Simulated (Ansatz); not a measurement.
Relaxing lanthanum (fcc)

Computed with Ansatz 0.2.0, DFT, revPBE, plane waves (420 eV) with PAW, scalar-relativistic. The PAW files were generated under PBE, with cores re-solved for the functional.

k-point mesh 10×10×10, Fermi-Dirac smearing 0.1 eV, no spin polarisation. Cell and atoms relax.

Starting structure:

```xyz
1
Lattice="0.0000 2.6546 2.6546 2.6546 0.0000 2.6546 2.6546 2.6546 0.0000" Properties=species:S:1:pos:R:3 pbc="T T T"
La    0.0000    0.0000    0.0000
```

What cell does the relaxation end in?

Fm-3m with a = 5.367 Å; 38.66 Å³ per atom against 37.42 at the start (3.3 %).

How much energy does the relaxation gain?

3.2 meV per atom.
